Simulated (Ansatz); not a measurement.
**CoPdO2 (R-3m): magnetic orders compared**

Which of a few magnetic orders of CoPdO2 (R-3m) is lowest at one geometry?

Program: Ansatz 0.2.0. Level of theory: DFT PBE, scalar-relativistic, plane waves, PAW. These are calculated values, not measurements.

## (1) The starting structure

The structure is trigonal, space group R-3m (No. 166). Conventional cell: a = 2.862 Å, b = 2.862 Å, c = 17.849 Å, α = 90.00°, β = 90.00°, γ = 120.00°. Co (site symmetry -3m) is surrounded by 6 O at 1.91 Å. Pd (site symmetry -3m) has 2 O at 2.01 Å as nearest neighbours. O (site symmetry 3m) has 3 Co at 1.91 Å and 1 Pd at 2.01 Å as nearest neighbours.

Structure file:

```
Co Pd O
1.0
     1.43083    0.82609    5.94975
    -1.43083    0.82609    5.94975
     0.00000   -1.65218    5.94975
Co Pd O
1 1 2
Direct
  0.50000 0.50000 0.50000
  0.00000 0.00000 0.00000
  0.88717 0.88717 0.88717
  0.11283 0.11283 0.11283
```

An earlier run at PBE left this cell at 10.549 Å³/atom and 0.00 GPa (14×14×14 mesh).

## (2) Ferrimagnetic, in the cell as typed

Contents of input.yaml:

```yaml
crystal:
  lattice:
    - [1.4308287164, 0.8260893446, 5.9497499412]
    - [-1.4308287164, 0.8260893446, 5.9497499412]
    - [0.0, -1.6521786891, 5.9497499412]
  atoms:
    - { symbol: Co, position: [0.5, 0.5, 0.5], spin: 3.0 }
    - { symbol: Pd, position: [0.0, 0.0, 0.0], spin: -2.0 }
    - { symbol: O, position: [0.8871658086, 0.8871658086, 0.8871658086] }
    - { symbol: O, position: [0.1128341914, 0.1128341914, 0.1128341914] }
basis:
  ecutwfc: 420
  ecutrho_ratio: 4
kpoints:
  mp_grid: { grid: [14, 14, 14] }
hamiltonian:
  xc: pbe
scf:
  occupations: { method: gaussian, width: 0.05 }
  lower_state_search: "off"
output:
  forces: true
  stress: true
  eigenvalues: true
  populations: true
magnetization:
  spin_polarized: true
```

Started as:

```console
> ansatz run input.yaml --threads 2 --pin off --max-ram 5120MiB --backend cpu --events-out ev --progress --plain --runs-dir out
```

The program printed (excerpt; [...] marks lines left out):

```text
Warning: RAYON_NUM_THREADS=2 ignored (pool sized by the plan → 2); use --threads N
[...]
Pseudopotentials: kind: paw
Pseudopotential: Co, paw, valence charge 17, recommended cutoff 420 eV (normal), Co.paw.azcp
Pseudopotential: Pd, paw, valence charge 18, recommended cutoff 420 eV (normal), Pd.paw.azcp
Pseudopotential: O, paw, valence charge 6, recommended cutoff 420 eV (normal), O.paw.azcp
Functional definition: PBE
[...]
Crystal: 4 atoms, lattice volume = 42.195 Å³
Basis set: ecut = 420 eV, 829 PW (Γ), FFT grids on a1−a3, a2−a3, a3, exchange–correlation on 40×40×90 points (8 copies of the dense FFT grid, shifted against one another)
Bands: 32, of which v1, the nominal top of the filled ones, is band 24 counted from 1 (23 counted from 0)
Symmetry: 12 space group operations
Space group: R-3m (ITA 166), of the structure as read, at distance tolerance 3.5e-5 Å
Magnetic group: BNS 166.97 (UNI 1327), of the structure as read, at distance tolerance 3.5e-5 Å
k-points: 288 of 2744
[...]
Starting moments: Σ|m| = 5 μB on 2 of 4 sites
[...]
SCF iter   1: F=—  HF=-13238.920762 eV  |F-HF|=—  |Δ(HF+E_count)|=         —  Δρ=4.22e-1 (↑1.20e-1 ↓4.22e-1)  dr2=1.72e2  dr2_m=1.11e1  M=-0.756 μB ∫|m|=2.269 μB  β_m=0.30  ethr=3.10e-3  ⟨swp⟩=5.4  Hψ=70443  notcnv=0  defer=6
[...]
spin=Collinear: Kerker preconditioning applied to the charge; magnetization (m = ρ↑ − ρ↓) channel mixes plain (no charge-response kernel on spin).
[...]
WARN: the starting moments were not kept: the SCF closed with an absolute magnetisation of 4.6e-6 μB, where they sum to 5 μB in size (2 sites). That is at most 0.1 of that sum. Measured as dr2_m measures the in/out step, that magnetisation stands 8.8e-12 eV from none, at or under the [...]
SCF converged after 20 iterations
Magnetization: -0.0000 μB (23.5000 up, 23.5000 down)
Absolute magnetization: 0.0000 μB (∫|ρ↑−ρ↓|, with the PAW one-centre terms)
Spin contamination: 0.0000 ħ² per cell (⟨S²⟩ above its minimum at these occupations)
Per-site moments (μB) at R_I (Å): [(-8.343799298763364e-7, 0.7884000856684928), (-1.7030835063920978e-6, 0.8307773392637808), (4.591902494339005e-7, 0.7884000856684928), (4.5919024931510227e-7, 0.788400085668493)]
Free energy (F): -13232.302904 eV
[...]
E sigma→0 (E₀):  -13232.302221 eV
Entropy (-TS):   -0.001366 eV (-0.342 meV/atom)
Fermi energy:    14.434444 eV
[...]
--- Forces (eV/Å), atoms counted from 1 ---
  atom   1  Co    -0.00000000    -0.00000000     0.00000000
  atom   2  Pd    -0.00000000     0.00000000     0.00000000
  atom   3  O     -0.00000000    -0.00000000    -0.00010960
  atom   4  O      0.00000000     0.00000000     0.00010960
[...]
--- Stress (GPa, compression-positive) ---
       -0.000127       0.000000      -0.000000
        0.000000      -0.000127      -0.000000
       -0.000000      -0.000000      -0.001181
  P = ⅓ Tr σ = -0.0005 GPa (-0.005 kbar)
--- Band table (eV; the first three rows and the last of 576) ---
[...]
--- Löwdin populations: 4 sites ---
  site symbol       q [e]    m [muB]
     0     Co     15.9683    -0.0000
     1     Pd     17.0714    -0.0000
     2      O      6.7520     0.0000
     3      O      6.7520     0.0000
  spilling = 0.009710 (of n_electrons = 47.000000)
```

It took 35 s on 2 threads of Intel Xeon Platinum 8375C at 2.90GHz (Ice Lake), shared host; peak memory 0.79 GiB.

Result: volume 10.549 Å³/atom, pressure 0.00 GPa, metallic, no moment left.

In this order, neighbours among magnetic atoms: 6 of 6 parallel, 0 of 6 parallel (shell by shell, nearest first).

## (3) Ferromagnetic, larger cell

Contents of input.yaml:

```yaml
crystal:
  lattice:
    - [1.4308287164, -0.8260893446, 11.8994998824]
    - [0.0, 1.6521786891, 11.8994998824]
    - [-1.4308287164, -0.8260893446, 11.8994998824]
  atoms:
    - { symbol: Co, position: [0.25, 0.25, 0.25], spin: 3.0 }
    - { symbol: Pd, position: [0.0, 0.0, 0.0], spin: 2.0 }
    - { symbol: O, position: [0.4435829043, 0.4435829043, 0.4435829043] }
    - { symbol: O, position: [0.0564170957, 0.0564170957, 0.0564170957] }
    - { symbol: Co, position: [0.75, 0.75, 0.75], spin: 3.0 }
    - { symbol: Pd, position: [0.5, 0.5, 0.5], spin: 2.0 }
    - { symbol: O, position: [0.9435829043, 0.9435829043, 0.9435829043] }
    - { symbol: O, position: [0.5564170957, 0.5564170957, 0.5564170957] }
basis:
  ecutwfc: 420
  ecutrho_ratio: 4
kpoints:
  mp_grid: { grid: [10, 10, 10] }
hamiltonian:
  xc: pbe
scf:
  occupations: { method: gaussian, width: 0.05 }
  lower_state_search: "off"
output:
  forces: true
  stress: true
  eigenvalues: true
  populations: true
magnetization:
  spin_polarized: true
```

Started as:

```console
> ansatz run input.yaml --threads 2 --pin off --max-ram 5120MiB --backend cpu --events-out ev --progress --plain --runs-dir out
```

The program printed (excerpt; [...] marks lines left out):

```text
Warning: RAYON_NUM_THREADS=2 ignored (pool sized by the plan → 2); use --threads N
[...]
Pseudopotentials: kind: paw
Pseudopotential: Co, paw, valence charge 17, recommended cutoff 420 eV (normal), Co.paw.azcp
Pseudopotential: Pd, paw, valence charge 18, recommended cutoff 420 eV (normal), Pd.paw.azcp
Pseudopotential: O, paw, valence charge 6, recommended cutoff 420 eV (normal), O.paw.azcp
Functional definition: PBE
[...]
Crystal: 8 atoms, lattice volume = 84.391 Å³
Basis set: ecut = 420 eV, 1647 PW (Γ), FFT grids on a1−a3, a2−a3, a3, exchange–correlation on 40×40×162 points (8 copies of the dense FFT grid, shifted against one another)
Bands: 63, of which v1, the nominal top of the filled ones, is band 47 counted from 1 (46 counted from 0)
Symmetry: 24 space group operations
Space group: R-3m (ITA 166), of the structure as read, at distance tolerance 4.4e-5 Å
Magnetic group: BNS 166.97 (UNI 1327), of the structure as read, at distance tolerance 4.4e-5 Å
k-points: 116 of 1000
[...]
Starting moments: Σ|m| = 10 μB on 4 of 8 sites
[...]
WARN: the starting moments were not kept: the SCF closed with an absolute magnetisation of 2.8e-4 μB, where they sum to 10 μB in size (4 sites). That is at most 0.1 of that sum. Measured as dr2_m measures the in/out step, that magnetisation stands 2.0e-8 eV from none, at or under the [...]
Fermi energy:    14.318915 eV
[...]
--- Forces (eV/Å), atoms counted from 1 ---
  atom   1  Co     0.00000000     0.00000000     0.00000000
  atom   2  Pd     0.00000000    -0.00000000     0.00000000
  atom   3  O     -0.00000000     0.00000000    -0.01513091
  atom   4  O      0.00000000    -0.00000000     0.01513091
  atom   5  Co     0.00000000     0.00000000    -0.00000000
  atom   6  Pd    -0.00000000     0.00000000     0.00000000
  atom   7  O     -0.00000000     0.00000000    -0.01513091
  atom   8  O      0.00000000    -0.00000000     0.01513091
[...]
--- Stress (GPa, compression-positive) ---
        0.223193       0.000000      -0.000000
        0.000000       0.223193      -0.000000
       -0.000000      -0.000000       0.251173
  P = ⅓ Tr σ = 0.2325 GPa (2.325 kbar)
--- Band table (eV; the first three rows and the last of 232) ---
[...]
--- Löwdin populations: 8 sites ---
  site symbol       q [e]    m [muB]
     0     Co     15.9678    -0.0000
     1     Pd     17.0752    -0.0001
     2      O      6.7522    -0.0000
     3      O      6.7522    -0.0000
     4     Co     15.9678    -0.0000
     5     Pd     17.0752    -0.0001
     6      O      6.7522    -0.0000
     7      O      6.7522    -0.0000
  spilling = 0.009631 (of n_electrons = 94.000000)
```

Wall time 67 s (2 threads of Intel Xeon Platinum 8375C at 2.90GHz (Ice Lake), shared host); peak memory 1 GiB.

In short: volume 10.549 Å³/atom, pressure 0.23 GPa, no gap, no moment left.

## (4) Antiferromagnetic, propagation vector (0, 0, 3/2)

Edit input.yaml of step 3 so:

```diff
@@ -10,4 +10,4 @@
     - { symbol: O, position: [0.0564170957, 0.0564170957, 0.0564170957] }
-    - { symbol: Co, position: [0.75, 0.75, 0.75], spin: 3.0 }
-    - { symbol: Pd, position: [0.5, 0.5, 0.5], spin: 2.0 }
+    - { symbol: Co, position: [0.75, 0.75, 0.75], spin: -3.0 }
+    - { symbol: Pd, position: [0.5, 0.5, 0.5], spin: -2.0 }
     - { symbol: O, position: [0.9435829043, 0.9435829043, 0.9435829043] }
```

Started as:

```console
> ansatz run input.yaml --threads 2 --pin off --max-ram 5120MiB --backend cpu --events-out ev --progress --plain --runs-dir out
```

The program printed (excerpt; [...] marks lines left out):

```text
Warning: RAYON_NUM_THREADS=2 ignored (pool sized by the plan → 2); use --threads N
[...]
Pseudopotentials: kind: paw
Pseudopotential: Co, paw, valence charge 17, recommended cutoff 420 eV (normal), Co.paw.azcp
Pseudopotential: Pd, paw, valence charge 18, recommended cutoff 420 eV (normal), Pd.paw.azcp
Pseudopotential: O, paw, valence charge 6, recommended cutoff 420 eV (normal), O.paw.azcp
Functional definition: PBE
[...]
Crystal: 8 atoms, lattice volume = 84.391 Å³
Basis set: ecut = 420 eV, 1647 PW (Γ), FFT grids on a1−a3, a2−a3, a3, exchange–correlation on 40×40×162 points (8 copies of the dense FFT grid, shifted against one another)
Bands: 63, of which v1, the nominal top of the filled ones, is band 47 counted from 1 (46 counted from 0)
Symmetry: 6 space group operations
Space group: R3m (ITA 160), of the structure as read, at distance tolerance 4.4e-5 Å
Magnetic group: BNS 160.68 (UNI 1298), of the structure as read, at distance tolerance 4.4e-5 Å
k-points: 116 of 1000 (time reversal used)
[...]
Starting moments: Σ|m| = 10 μB on 4 of 8 sites
[...]
WARN: the starting moments were not kept: the SCF closed with an absolute magnetisation of 2.9e-4 μB, where they sum to 10 μB in size (4 sites). That is at most 0.1 of that sum. Measured as dr2_m measures the in/out step, that magnetisation stands 2.2e-8 eV from none, at or under the [...]
Fermi energy:    14.318921 eV
[...]
--- Forces (eV/Å), atoms counted from 1 ---
  atom   1  Co     0.00000000    -0.00000000     0.00000124
  atom   2  Pd    -0.00000000    -0.00000000     0.00000466
  atom   3  O     -0.00000000     0.00000000    -0.01511272
  atom   4  O      0.00000000    -0.00000000     0.01510948
  atom   5  Co     0.00000000    -0.00000000     0.00000617
  atom   6  Pd     0.00000000     0.00000000    -0.00000680
  atom   7  O     -0.00000000     0.00000000    -0.01511665
  atom   8  O      0.00000000    -0.00000000     0.01511914
[...]
--- Stress (GPa, compression-positive) ---
        0.223247       0.000000      -0.000000
        0.000000       0.223247      -0.000000
       -0.000000      -0.000000       0.251090
  P = ⅓ Tr σ = 0.2325 GPa (2.325 kbar)
--- Band table (eV; the first three rows and the last of 232) ---
[...]
--- Löwdin populations: 8 sites ---
  site symbol       q [e]    m [muB]
     0     Co     15.9678     0.0000
     1     Pd     17.0752     0.0001
     2      O      6.7522     0.0000
     3      O      6.7522     0.0000
     4     Co     15.9678     0.0000
     5     Pd     17.0752     0.0001
     6      O      6.7522     0.0000
     7      O      6.7522     0.0000
  spilling = 0.009631 (of n_electrons = 94.000000)
```

Wall time 2.6 min (2 threads of Intel Xeon Platinum 8375C at 2.90GHz (Ice Lake), shared host); peak memory 1.1 GiB.

Read off: volume 10.549 Å³/atom, pressure 0.23 GPa, metallic, no moment left.

In this order, neighbours among magnetic atoms: 6 of 6 parallel, 3 of 6 parallel (shell by shell, nearest first).

## (5) Ferromagnetic, larger cell

Contents of input.yaml:

```yaml
crystal:
  lattice:
    - [-4.2924861491, -2.4782680337, 0.0]
    - [1.4308287164, -2.4782680337, 0.0]
    - [1.4308287164, 0.8260893446, 5.9497499412]
  atoms:
    - { symbol: Co, position: [0.5, 0.0, 1.5], spin: 3.0 }
    - { symbol: Pd, position: [0.0, 0.0, 0.0], spin: 2.0 }
    - { symbol: O, position: [0.8871658086, 0.0, 2.6614974257] }
    - { symbol: O, position: [0.1128341914, 0.0, 0.3385025743] }
    - { symbol: Co, position: [1.0, 0.5, 1.5], spin: 3.0 }
    - { symbol: Pd, position: [0.5, 0.5, 0.0], spin: 2.0 }
    - { symbol: O, position: [1.3871658086, 0.5, 2.6614974257] }
    - { symbol: O, position: [0.6128341914, 0.5, 0.3385025743] }
basis:
  ecutwfc: 420
  ecutrho_ratio: 4
kpoints:
  mp_grid: { grid: [6, 10, 6] }
hamiltonian:
  xc: pbe
scf:
  occupations: { method: gaussian, width: 0.05 }
  lower_state_search: "off"
output:
  forces: true
  stress: true
  eigenvalues: true
  populations: true
magnetization:
  spin_polarized: true
```

Started as:

```console
> ansatz run input.yaml --threads 2 --pin off --max-ram 5120MiB --backend cpu --events-out ev --progress --plain --runs-dir out
```

The program printed (excerpt; [...] marks lines left out):

```text
Warning: RAYON_NUM_THREADS=2 ignored (pool sized by the plan → 2); use --threads N
[...]
Pseudopotentials: kind: paw
Pseudopotential: Co, paw, valence charge 17, recommended cutoff 420 eV (normal), Co.paw.azcp
Pseudopotential: Pd, paw, valence charge 18, recommended cutoff 420 eV (normal), Pd.paw.azcp
Pseudopotential: O, paw, valence charge 6, recommended cutoff 420 eV (normal), O.paw.azcp
Functional definition: PBE
[...]
Crystal: 8 atoms, lattice volume = 84.391 Å³
Basis set: ecut = 420 eV, 1659 PW (Γ), exchange–correlation on 72×40×90 points (8 copies of the dense FFT grid, shifted against one another)
Bands: 63, of which v1, the nominal top of the filled ones, is band 47 counted from 1 (46 counted from 0)
Symmetry: 8 space group operations
Space group: R-3m (ITA 166), of the structure as read, at distance tolerance 4.4e-5 Å
Magnetic group: BNS 166.97 (UNI 1327), of the structure as read, at distance tolerance 4.4e-5 Å
k-points: 120 of 360
[...]
Starting moments: Σ|m| = 10 μB on 4 of 8 sites
[...]
WARN: the starting moments were not kept: the SCF closed with an absolute magnetisation of 1.5e-5 μB, where they sum to 10 μB in size (4 sites). That is at most 0.1 of that sum. Measured as dr2_m measures the in/out step, that magnetisation stands 6.6e-11 eV from none, at or under the [...]
Fermi energy:    14.309077 eV
[...]
--- Forces (eV/Å), atoms counted from 1 ---
  atom   1  Co     0.00000000     0.00000000     0.00000000
  atom   2  Pd     0.00000000     0.00000000     0.00000000
  atom   3  O     -0.00165735    -0.00095687    -0.00445475
  atom   4  O      0.00165735     0.00095687     0.00445475
  atom   5  Co    -0.00000000     0.00000000    -0.00000000
  atom   6  Pd    -0.00000000    -0.00000000     0.00000000
  atom   7  O     -0.00165735    -0.00095687    -0.00445475
  atom   8  O      0.00165735     0.00095687     0.00445475
[...]
--- Stress (GPa, compression-positive) ---
       -0.026606      -0.070103       0.015787
       -0.070103       0.054342       0.009114
        0.015787       0.009114      -0.096915
  P = ⅓ Tr σ = -0.0231 GPa (-0.231 kbar)
--- Band table (eV; the first three rows and the last of 240) ---
[...]
--- Löwdin populations: 8 sites ---
  site symbol       q [e]    m [muB]
     0     Co     15.9674     0.0000
     1     Pd     17.0720     0.0000
     2      O      6.7519    -0.0000
     3      O      6.7519    -0.0000
     4     Co     15.9674     0.0000
     5     Pd     17.0720     0.0000
     6      O      6.7519    -0.0000
     7      O      6.7519    -0.0000
  spilling = 0.009718 (of n_electrons = 94.000000)
```

It took 80 s on 2 threads of Intel Xeon Platinum 8375C at 2.90GHz (Ice Lake), shared host; peak memory 1 GiB.

Read off: volume 10.549 Å³/atom, pressure -0.02 GPa, metallic, no moment left.

## (6) Antiferromagnetic, propagation vector (-1/2, 0, 1)

Edit input.yaml of step 5 so:

```diff
@@ -10,4 +10,4 @@
     - { symbol: O, position: [0.1128341914, 0.0, 0.3385025743] }
-    - { symbol: Co, position: [1.0, 0.5, 1.5], spin: 3.0 }
-    - { symbol: Pd, position: [0.5, 0.5, 0.0], spin: 2.0 }
+    - { symbol: Co, position: [1.0, 0.5, 1.5], spin: -3.0 }
+    - { symbol: Pd, position: [0.5, 0.5, 0.0], spin: -2.0 }
     - { symbol: O, position: [1.3871658086, 0.5, 2.6614974257] }
```

Started as:

```console
> ansatz run input.yaml --threads 2 --pin off --max-ram 5120MiB --backend cpu --events-out ev --progress --plain --runs-dir out
```

The program printed (excerpt; [...] marks lines left out):

```text
Warning: RAYON_NUM_THREADS=2 ignored (pool sized by the plan → 2); use --threads N
[...]
Pseudopotentials: kind: paw
Pseudopotential: Co, paw, valence charge 17, recommended cutoff 420 eV (normal), Co.paw.azcp
Pseudopotential: Pd, paw, valence charge 18, recommended cutoff 420 eV (normal), Pd.paw.azcp
Pseudopotential: O, paw, valence charge 6, recommended cutoff 420 eV (normal), O.paw.azcp
Functional definition: PBE
[...]
Crystal: 8 atoms, lattice volume = 84.391 Å³
Basis set: ecut = 420 eV, 1659 PW (Γ), exchange–correlation on 72×40×90 points (8 copies of the dense FFT grid, shifted against one another)
Bands: 63, of which v1, the nominal top of the filled ones, is band 47 counted from 1 (46 counted from 0)
Symmetry: 4 space group operations
Space group: P2/m (ITA 10), of the structure as read, at distance tolerance 4.4e-5 Å
Magnetic group: BNS 10.49 (UNI 56), of the structure as read, at distance tolerance 4.4e-5 Å
k-points: 120 of 360
[...]
Starting moments: Σ|m| = 10 μB on 4 of 8 sites
[...]
WARN: the starting moments were not kept: the SCF closed with an absolute magnetisation of 1.7e-5 μB, where they sum to 10 μB in size (4 sites). That is at most 0.1 of that sum. Measured as dr2_m measures the in/out step, that magnetisation stands 1.1e-10 eV from none, at or under the [...]
Fermi energy:    14.309082 eV
[...]
--- Forces (eV/Å), atoms counted from 1 ---
  atom   1  Co     0.00000000     0.00000000     0.00000000
  atom   2  Pd     0.00000000    -0.00000000     0.00000000
  atom   3  O     -0.00165707    -0.00095671    -0.00446009
  atom   4  O      0.00165707     0.00095671     0.00446009
  atom   5  Co     0.00000000     0.00000000    -0.00000000
  atom   6  Pd    -0.00000000     0.00000000    -0.00000000
  atom   7  O     -0.00165707    -0.00095671    -0.00446009
  atom   8  O      0.00165707     0.00095671     0.00446009
[...]
--- Stress (GPa, compression-positive) ---
       -0.026672      -0.070108       0.015785
       -0.070108       0.054282       0.009114
        0.015786       0.009114      -0.096949
  P = ⅓ Tr σ = -0.0231 GPa (-0.231 kbar)
--- Band table (eV; the first three rows and the last of 240) ---
[...]
--- Löwdin populations: 8 sites ---
  site symbol       q [e]    m [muB]
     0     Co     15.9674     0.0000
     1     Pd     17.0720    -0.0000
     2      O      6.7519     0.0000
     3      O      6.7519     0.0000
     4     Co     15.9674    -0.0000
     5     Pd     17.0720     0.0000
     6      O      6.7519    -0.0000
     7      O      6.7519    -0.0000
  spilling = 0.009718 (of n_electrons = 94.000000)
```

Run time: 39 s. Hardware: 2 threads of Intel Xeon Platinum 8375C at 2.90GHz (Ice Lake), shared host; peak memory 0.98 GiB.

In short: volume 10.549 Å³/atom, pressure -0.02 GPa, no gap, no moment left.

In this order, neighbours among magnetic atoms: 2 of 6 parallel, 2 of 6 parallel (shell by shell, nearest first).

[end of part 1 of 2]
